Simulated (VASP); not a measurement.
# SnS2 in VASP: further runs, part 2 of 2

VASP 6.6.1. Earlier steps stand in the parts before.

**5. Work function, PBE0**

File POSCAR:

```
SnS2                                    
1.0
    3.6627591756      0.0000000000      0.0000000000
   -1.8313795878      3.1720424980      0.0000000000
    0.0000000000      0.0000000000     18.9600000000
  S               Sn            
     2     1
Direct
     0.3333330000000032    0.6666669999999968    0.4217236219485484
     0.6666669999999968    0.3333330000000032    0.5782763780514516
     0.0000000000000000    1.0000000000000000    0.5000000000000000
```

File INCAR.step1:

```
SYSTEM = SnS2
ALGO = Normal
DIPOL = 0.5 0.5 0.500
EDIFF = 1E-5
ENCUT = 520
GGA = PE
IDIPOL = 3
ISIF = 2
ISMEAR = 0
KPAR = 4
LASPH = .TRUE.
LDIPOL = .TRUE.
LREAL = .FALSE.
LWAVE = .TRUE.
NELM = 80
PREC = Accurate
SIGMA = 0.03
```

File INCAR.step2:

```
SYSTEM = SnS2
AEXX = 0.25
ALGO = Normal
DIPOL = 0.5 0.5 0.500
EDIFF = 1E-6
ENCUT = 520
GGA = PE
IDIPOL = 3
ISIF = 2
ISMEAR = 0
ISTART = 1
KPAR = 4
LASPH = .TRUE.
LCHARG = .TRUE.
LDIPOL = .TRUE.
LHFCALC = .TRUE.
LREAL = .FALSE.
LVACPOTAV = .TRUE.
LVHAR = .TRUE.
LWAVE = .FALSE.
NELM = 80
PREC = Accurate
PRECFOCK = Fast
SIGMA = 0.03
```

File KPOINTS:

```
k-points
0
G
  6 6 1
  0 0 0
```

Potentials or basis: VASP PAW PBE potentials, release 64 (S, Sn_d).

On the command line:

```console
$ cat potpaw_PBE.64/S/POTCAR potpaw_PBE.64/Sn_d/POTCAR > POTCAR
$ cp INCAR.step1 INCAR
$ mpirun -np 4 vasp_std > vasp.out
$ cp INCAR.step2 INCAR
$ mpirun -np 4 vasp_std > vasp.out
```

OUTCAR:

```text
SYSTEM = SnS2
   AEXX = 0.25
   EDIFF = 1E-6
   ENCUT = 520
   GGA = PE
   ISIF = 2
   ISMEAR = 0
   ISTART = 1
   LASPH = .TRUE.
   LHFCALC = .TRUE.
   LREAL = .FALSE.
   NELM = 80
   PREC = Accurate
   PRECFOCK = Fast

 ion  position               nearest neighbor table
   1  0.333  0.667  0.422-   3 2.58   3 2.58   3 2.58
   2  0.667  0.333  0.578-   3 2.58   3 2.58   3 2.58
   3  0.000  0.000  0.500-   1 2.58   2 2.58   2 2.58   1 2.58   2 2.58   1 2.58

  LATTYP: Found a hexagonal cell.
 ALAT       =     3.6627591756
 C/A-ratio  =     5.1764255008

  Lattice vectors:

 A1 = (   3.6627591756,   0.0000000000,   0.0000000000)
 A2 = (  -1.8313795878,   3.1720424980,   0.0000000000)
 A3 = (   0.0000000000,   0.0000000000,  18.9600000000)

Analysis of symmetry for initial positions (statically):
=====================================================================
 Subroutine PRICEL returns:
 Original cell was already a primitive cell.

 Routine SETGRP: Setting up the symmetry group for a
 hexagonal supercell.

 Subroutine GETGRP returns: Found 12 space group operations
 (whereof 12 operations were pure point group operations)
 out of a pool of 24 trial point group operations.

The static configuration has the point symmetry D_3d.

Analysis of symmetry for dynamics (positions and initial velocities):
=====================================================================
 Subroutine PRICEL returns:
 Original cell was already a primitive cell.

 Routine SETGRP: Setting up the symmetry group for a
 hexagonal supercell.

 Subroutine GETGRP returns: Found 12 space group operations
 (whereof 12 operations were pure point group operations)
 out of a pool of 24 trial point group operations.

The dynamic configuration has the point symmetry D_3d.

 Subroutine INISYM returns: Found 12 space group operations
 (whereof 12 operations are pure point group operations),
 and found     1 'primitive' translations

----------------------------------------------------------------------------------------

                                     Primitive cell

  volume of cell :     220.2854

  direct lattice vectors                    reciprocal lattice vectors
     3.662759176  0.000000000  0.000000000     0.273018223  0.157627144  0.000000000
    -1.831379588  3.172042498  0.000000000     0.000000000  0.315254288  0.000000000
     0.000000000  0.000000000 18.960000000     0.000000000  0.000000000  0.052742616

  length of vectors
     3.662759176  3.662759179 18.960000000     0.315254289  0.315254288  0.052742616

  position of ions in fractional coordinates (direct lattice)
     0.333333000  0.666667000  0.421723622
     0.666667000  0.333333000  0.578276378
     0.000000000  0.000000000  0.500000000

  ion indices of the primitive-cell ions
   primitive index   ion index
                 1           1
                 2           2
                 3           3

----------------------------------------------------------------------------------------

 KPOINTS: k-points

Automatic generation of k-mesh.
[... 32 lines left out ...]
   total plane-waves  NPLWV = 112896
   dimension x,y,z NGX =    28 NGY =   28 NGZ =  144
   dimension x,y,z NGXF=    56 NGYF=   56 NGZF=  288
   ions per type =               2   1
   NGX,Y,Z   is equivalent  to a cutoff of  12.71, 12.71, 12.63 a.u.
   NGXF,Y,Z  is equivalent  to a cutoff of  25.42, 25.42, 25.25 a.u.
 SYSTEM =  SnS2
   PREC   = accura    normal or accurate (medium, high low for compatibility)
   ISTART =      1    job   : 0-new  1-cont  2-samecut
   ICHARG =      0    charge: 1-file 2-atom 10-const
   ISPIN  =      1    spin polarized calculation?
   LNONCOLLINEAR =      F non collinear calculations
   LSORBIT =      F    spin-orbit coupling
   LASPH  =      T    aspherical Exc in radial PAW
   ENCUT  =  520.0 eV  38.22 Ry    6.18 a.u.   6.81  6.81 35.25*2*pi/ulx,y,z
   NELM   =     80;   NELMIN=  2; NELMDL=  0     # of ELM steps
   EDIFF  = 0.1E-05   stopping-criterion for ELM
   LREAL  =      F    real-space projection
   EDIFFG = 0.1E-04   stopping-criterion for IOM
   NSW    =      0    number of steps for IOM
   IBRION =     -1    ionic relax: 0-MD 1-quasi-New 2-CG
   NFREE  =      0    steps in history (QN), initial steepest desc. (CG)
   ISIF   =      2    stress and relaxation
   ISYM   =      3    0-nonsym 1-usesym 2-fastsym
   POTIM  = 0.5000    time-step for ionic-motion
   TEBEG  =    0.0;   TEEND  =   0.0 temperature during run
   PSTRESS=    0.0 pullay stress
   NELECT =      26.0000    total number of electrons
   NUPDOWN=      -1.0000    fix difference up-down
   EMIN   =  10.00;   EMAX   =-10.00  energy-range for DOS
   EFERMI =   0.00;   METHOD = LEGACY
   ISMEAR =     0;   SIGMA  =   0.03  broadening in eV -4-tet -1-fermi 0-gaus
   EFERMI_NEDOS =   21; number of points for ismear=-14 and -15
   IALGO  =     38    algorithm
   IMIX   =      1    mixing-type and parameters
     AMIX     =   0.40;   BMIX     =  1.00
     AMIX_MAG =   1.60;   BMIX_MAG =  1.00
  volume/ion in A,a.u.               =      73.43       495.52
  Fermi-wavevector in a.u.,A,eV,Ry     =   0.803040  1.517526  8.774041  0.644874
  Thomas-Fermi vector in A             =   1.910832
   LORBIT       =      0    0 simple, 1 ext, 2 COOP (PROOUT), +10 PAW based schemes
   GGA     = PE    functional components
   LHFCALC =     T    Hartree Fock is set to
   PRECFOCK=fast      Normal, Fast or Accurate (Low or Medium for compatibility)
   ENCUT4O =  -1.0   cutoff for four orbital integrals eV
   NKREDX  =     1    reduce k-point grid by
   NKREDY  =     1    reduce k-point grid by
   NKREDZ  =     1    reduce k-point grid by
   AEXX    =    0.2500 exact exchange contribution
   HFSCREEN=    0.0000 screening length (either q_TF or 0.3 A-1)
   HFSCREENC=   0.0000 screening length for correlation (either q_TF or 0.3 A-1)
   ENCUTFOCK=  -1.0 apply spherical cutoff to Coloumb kernel
   IVDW    =     0    specifies the selected vdW correction
   LEPSILON=     F    determine dielectric tensor
   LRPA    =     F    only Hartree local field effects (RPA)
 non-spin polarized calculation
 Gauss-broadening in eV      SIGMA  =   0.03
  energy-cutoff  :      520.00
  volume of cell :      220.29
 maximum number of plane-waves:      5962
 NGX is ok and might be reduce to    28
  NGX = 16; NGY = 16; NGZ = 84

 dipolmoment           0.000000      0.000000      0.000000 electrons x Angstroem

 number of electron      26.0000009 magnetization

 dipolmoment           0.000000      0.000000     -0.000000 electrons x Angstroem

 Free energy of the ion-electron system (eV)
  ---------------------------------------------------
  ext. energy  EPLUGINS =         0.00000000
  ---------------------------------------------------
  free energy    TOTEN  =       -17.76796486 eV

  energy without entropy =      -17.76796486  energy(sigma->0) =      -17.76796486

 E-fermi :  -4.0785     XC(G=0):  -2.6800

 val. band max:       -4.2464163834   @ k =   0.1667  -0.0000   0.0000
 cond. band min:      -1.1397961288   @ k =   0.5000   0.0000   0.0000
 fundamental gap:      3.1066202546
 Fermi energy:        -4.0784677698

 k-point     1 :       0.0000    0.0000    0.0000
  band No.  band energies     occupation
      1     -27.0551      2.00000
      2     -27.0551      2.00000
      3     -26.9925      2.00000
      4     -26.9702      2.00000
      5     -26.9702      2.00000
      6     -19.0978      2.00000
[... 117 lines left out ...]
      4     -26.9669      2.00000
      5     -26.9430      2.00000
      6     -16.5799      2.00000
[... 9 lines left out ...]
     16       3.7067      0.00000
     17       5.3442      0.00000

------------------------ aborting loop because EDIFF is reached ----------------------------------------

  FORCE on cell =-STRESS in cart. coord.  units (eV):
  Direction    XX          YY          ZZ          XY          YZ          ZX
  --------------------------------------------------------------------------------------
  -------------------------------------------------------------------------------------
  Total       -0.7110402     -0.7110402     -1.3826790     -0.0000000      0.0000000     -0.0000000
  in kB       -5.1715301     -5.1715302    -10.0564859     -0.0000000      0.0000000     -0.0000000
  external PRESSURE =      -6.7998487 kB  Pullay stress =       0.0000000 kB

 VOLUME and BASIS-vectors are now :
 -----------------------------------------------------------------------------
  energy-cutoff  :      520.00
  volume of cell :      220.29
      direct lattice vectors                 reciprocal lattice vectors
     3.662759176  0.000000000  0.000000000     0.273018223  0.157627144  0.000000000
    -1.831379588  3.172042498  0.000000000     0.000000000  0.315254288  0.000000000
     0.000000000  0.000000000 18.960000000     0.000000000  0.000000000  0.052742616

 POSITION                                       TOTAL-FORCE (eV/Angst)
 -----------------------------------------------------------------------------------
     -0.00000      2.11470      7.99588         0.000000      0.000000      0.440145
      1.83138      1.05735     10.96412        -0.000000      0.000000     -0.440145
      0.00000      0.00000      9.48000         0.000000      0.000000      0.000000
 -----------------------------------------------------------------------------------
    total drift:                                0.000002     -0.000002     -0.000005

  FREE ENERGIE OF THE ION-ELECTRON SYSTEM (eV)
  ---------------------------------------------------
  free  energy   TOTEN  =       -17.7679648647 eV

  energy  without entropy=      -17.7679648647  energy(sigma->0) =      -17.76796486

 vacuum level on the upper side and lower side of the slab         3.478         3.478
```

It took 2.2 min on 4 MPI ranks of Intel Xeon Platinum 8488C (Sapphire Rapids), shared host; peak memory 0.33 GiB.

What came out:

```yaml
Free_energy: -17.7680 eV
Largest_force: 0.440 eV/Å
Band_gap_on_the_k_mesh: 3.11 eV, indirect (least direct gap 3.40 eV)
Ionisation_potential_of_the_upper_face: 7.72 eV
```

Forces in eV/Å, atoms in the order of the input:
```
S    0.000  0.000  0.440
S    0.000  0.000 -0.440
Sn   0.000  0.000  0.000
```

Caveat: the PAW data sets were made with another functional, which shifts forces and pressure a little; spin-orbit coupling is left out, which moves the levels of the heavy elements.

**6. Overview**

```tsv
level	spin	k mesh	grid for exact exchange (PRECFOCK)	screening parameter	exchange at q = 0	gap on the mesh (eV)	largest force (eV/Å)
PBE	off	12 × 12 × 1	-	-	-	1.58	0.07
PBE	non-collinear, zero start, SOC	12 × 12 × 1	-	-	-	-	0.07
HSE06	off	6 × 6 × 1	Fast	0.2 1/A	-	2.41	0.42
PBE0	off	6 × 6 × 1	Fast	-	default	3.11	0.44
```

Alike in all rows: task work function; potentials or basis VASP PAW PBE potentials, release 64 (S, Sn_d); cell as given; cutoff (eV) 520; smearing gaussian 0.03 eV.

On the cell as given the gap runs from 1.58 eV (PBE) to 3.11 eV (PBE0); the meshes differ, which moves gaps too.

Caveats: spin-orbit coupling is left out, which moves the levels of the heavy elements (some runs); the PAW data sets were made with another functional, which shifts forces and pressure a little (some runs).

Total energies depend on the potentials used, so only differences within one code and one set of settings carry meaning.
